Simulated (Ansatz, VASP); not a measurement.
BN in VASP and in Ansatz

```
B N
1.0
     2.50098    0.00000    0.00000
    -1.25049    2.16591    0.00000
     0.00000    0.00000    6.87416
B N
2 2
Direct
  0.33333 0.66667 0.25000
  0.66667 0.33333 0.75000
  0.33333 0.66667 0.75000
  0.66667 0.33333 0.25000
```

Alike in both runs: functional r2SCAN; k mesh 12 × 12 × 4; occupations gaussian, width 0.02 eV; no spin polarisation.

Ansatz relaxed the structure, and its values are those at the end. VASP's run is a single point on that final structure, the one shown.

|  | VASP | Ansatz |
| --- | --- | --- |
| version | VASP 6.6.1 | Ansatz 0.2.0 |
| potentials or method | VASP PAW PBE potentials, release 64 (B, N) | scalar-relativistic, plane waves, PAW |
| plane-wave cutoff (eV) | 520 | 500 |
| valence electrons in the cell | 16 | 16 |

|  | VASP | Ansatz | Ansatz less VASP |
| --- | --- | --- | --- |
| gap on the k mesh at the Fermi level (eV) | 4.93 | 4.89 | -0.039 |
| least direct gap on the mesh (eV) | 5.37 | 5.31 | -0.061 |
| pressure (GPa) | 0.4 | 0.0 | -0.38 |

Caveats: the PAW data sets were made with another functional, which shifts forces and pressure a little (VASP). r2SCAN opens gaps a little over a GGA but as a rule still falls short of measured ones. A k mesh can miss the band edges.
